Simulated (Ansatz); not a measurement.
Crystal: CuO.

```
CELL_PARAMETERS angstrom
4.16094 0.00000 0.00000
0.00000 4.16094 0.00000
0.00000 0.00000 3.88764
ATOMIC_POSITIONS crystal
Cu 0.50000 0.00000 0.50000
Cu 0.00000 0.50000 0.50000
Cu 0.00000 0.00000 0.00000
O 0.00000 0.00000 0.50000
O 0.50000 0.00000 0.00000
O 0.00000 0.50000 0.00000
```

Measurements of this composition are mostly on another form, of space group No. 15.

- Program: Ansatz 0.2.0
- Task: relaxation of cell and atoms
- Functional: PBEsol
- Potentials or basis: JTH PAW
- Cutoff: 1380 eV (not typed: the program's choice for these potentials)
- k mesh: 7 × 7 × 7
- Occupations: fermi-dirac, width 0.05 eV
- Spin: no spin polarisation

At the start: volume 11.22 Å³/atom.

Where does the relaxation end?

It ends after 5 steps and the volume is 10.82 Å³/atom (-3.5 %); space group P4/mmm (No. 123, to 0.05 Å).

Step by step:
```
step  energy change (eV)  largest force (eV/Å)  volume (Å³)
   1              0.0000                0.0000        67.31
   2             -0.0285                0.0000        66.20
   3             -0.0402                0.0000        64.87
   4             -0.0402                0.0000        64.95
   5             -0.0395                0.0000        64.95
```

Final structure:
```yaml
crystal:
  lattice:
    - [4.10961, 0.00000, 0.00000]
    - [0.00000, 4.10961, 0.00000]
    - [0.00000, 0.00000, 3.84561]
  atoms:
    - { symbol: Cu, position: [0.50000, 0.00000, 0.50000] }
    - { symbol: Cu, position: [0.00000, 0.50000, 0.50000] }
    - { symbol: Cu, position: [0.00000, 0.00000, 0.00000] }
    - { symbol: O, position: [0.00000, 0.00000, 0.50000] }
    - { symbol: O, position: [0.50000, 0.00000, 0.00000] }
    - { symbol: O, position: [0.00000, 0.50000, 0.00000] }
```

Caveat: the plane-wave basis is chosen anew once the cell has moved, so the energies of steps on either side of that aren't comparable; an odd number of electrons without spin polarisation forces a metal; a magnetic or distorted state may lie lower; the run has no spin polarisation, though such a crystal can be magnetic.
